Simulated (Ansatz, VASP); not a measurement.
# Sr: VASP beside Ansatz

```xyz
1
Lattice="0.0000 2.9207 2.7990 2.9207 0.0000 2.7990 2.9207 2.9207 0.0000" Properties=species:S:1:pos:R:3 pbc="T T T"
Sr    0.0000    0.0000    0.0000
```

Change from the starting cell: strain -0.040 along x and y, -0.080 along z, atoms carried along.

Alike in both runs: task single point; functional PBEsol; k mesh 10 × 10 × 10; occupations gaussian, width 0.03 eV; no spin polarisation.

```csv
,VASP,Ansatz
version,VASP 6.6.1,Ansatz 0.2.0
potentials or method,"VASP PAW PBE potentials, release 64 (Sr_sv)","scalar-relativistic, plane waves, PAW"
plane-wave cutoff (eV),520,420
valence electrons in the cell,10,10
```

```tsv
	VASP	Ansatz	Ansatz less VASP
gap on the k mesh at the Fermi level (eV)	none	none	-
pressure (GPa)	1.2	1.1	-0.02
```

A gap of «none» marks a metal or a gap that the smearing closes. With one functional, cell and mesh, what is left measures potentials, basis and numerics.

Caveats: the PAW data sets were made with another functional, which shifts forces and pressure a little (VASP).
